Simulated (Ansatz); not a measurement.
## TaS2 under changes of volume

One of the cells (18.984 Å³/atom); the others are scaled copies at fixed shape and fractional positions:

```
Ta S
1.0
     3.35000    0.00000    0.00000
    -1.67500    2.90119    0.00000
     0.00000    0.00000    5.86000
Ta S
1 2
Direct
  0.00000 0.00000 0.00000
  0.66667 0.33333 0.75000
  0.33333 0.66667 0.25000
```

* Program: Ansatz 0.2.0
* Functional: LDA
* Potentials or basis: JTH PAW LDA
* Cutoff: 1290 eV
* Density cutoff: 6450 eV
* k mesh: 9 × 9 × 5
* Occupations: fermi-dirac, width 0.05 eV
* Spin: no spin polarisation

| volume (Å³/atom) | energy over the lowest point (meV/atom) | pressure (GPa) | largest force (eV/Å) |
| --- | --- | --- | --- |
| 17.845 | 43.51 | 11.5 | 1.896 |
| 18.225 | 20.86 | 7.8 | 1.490 |
| 18.605 | 6.63 | 4.4 | 1.112 |
| 18.984 | 0.00 | 1.3 | 0.761 |
| 19.364 | 0.23 | -1.4 | 0.434 |
| 19.744 | ? | ? | ? |
| 20.123 | 18.66 | -6.1 | 0.155 |

What does the run at 19.744 Å³/atom give?

Energy over the lowest point 6.65 meV/atom; pressure -3.9 GPa; largest force 0.129 eV/Å.

Worked out: A Birch-Murnaghan fit of order 3 (a polynomial in V^(-2/3)) to the other rows has its minimum at 19.16 Å³/atom with B0 = V·E''(V) = 139 GPa and B' = 4.1 at fixed shape and positions, which overstates the stiffness. It gives 6.66 meV/atom at 19.744 Å³/atom, against the run's 6.65, and -dE/dV = -3.9 GPa, against -3.9.

Energies are extrapolated to zero smearing.

Caveats: forces of over 1 eV/Å show positions far from the minimum, so gaps and moduli don't describe the material at rest (some runs).
